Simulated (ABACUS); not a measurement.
ZrB2 under changes of volume

One of the cells (10.249 Å³/atom); the others are scaled copies at fixed shape and fractional positions:

```
Zr B
1.0
     3.17000    0.00000    0.00000
    -1.58500    2.74530    0.00000
     0.00000    0.00000    3.53300
Zr B
1 2
Direct
  0.00000 0.00000 0.00000
  0.66667 0.33333 0.50000
  0.33333 0.66667 0.50000
```

| Item | Value |
| --- | --- |
| Program | ABACUS 3.10.1 |
| Functional | PBEsol |
| Potentials or basis | PseudoDojo NC SR 0.4.1 PBEsol standard |
| Cutoff | 1034 eV |
| Density cutoff | 4136 eV |
| Basis | plane waves |
| k mesh | 10 × 10 × 8 |
| Occupations | fermi-dirac, width 0.05 eV |
| Spin | no spin polarisation |

| volume (Å³/atom) | energy over the lowest point (meV/atom) | pressure (GPa) |
| --- | --- | --- |
| 9.634 | 17.44 | 12.7 |
| 9.839 | ? | ? |
| 10.044 | 0.00 | 1.2 |
| 10.249 | 1.62 | -3.7 |
| 10.454 | 9.27 | -8.2 |
| 10.659 | 22.38 | -12.3 |
| 10.864 | 40.43 | -16.0 |

Q: What does the run at 9.839 Å³/atom give?

A: Energy over the lowest point 5.04 meV/atom; pressure 6.7 GPa.

Worked out: A Birch-Murnaghan fit of order 3 (a polynomial in V^(-2/3)) to the other rows has its minimum at 10.09 Å³/atom with B0 = V·E''(V) = 250 GPa and B' = 3.9 at fixed shape and positions, which overstates the stiffness. It gives 5.04 meV/atom at 9.839 Å³/atom, against the run's 5.04, and -dE/dV = 6.7 GPa, against 6.7.

Energies are extrapolated to zero smearing.

Caveats: there are fewer bands than atomic start orbitals, so a level may be missed at k points of high symmetry.
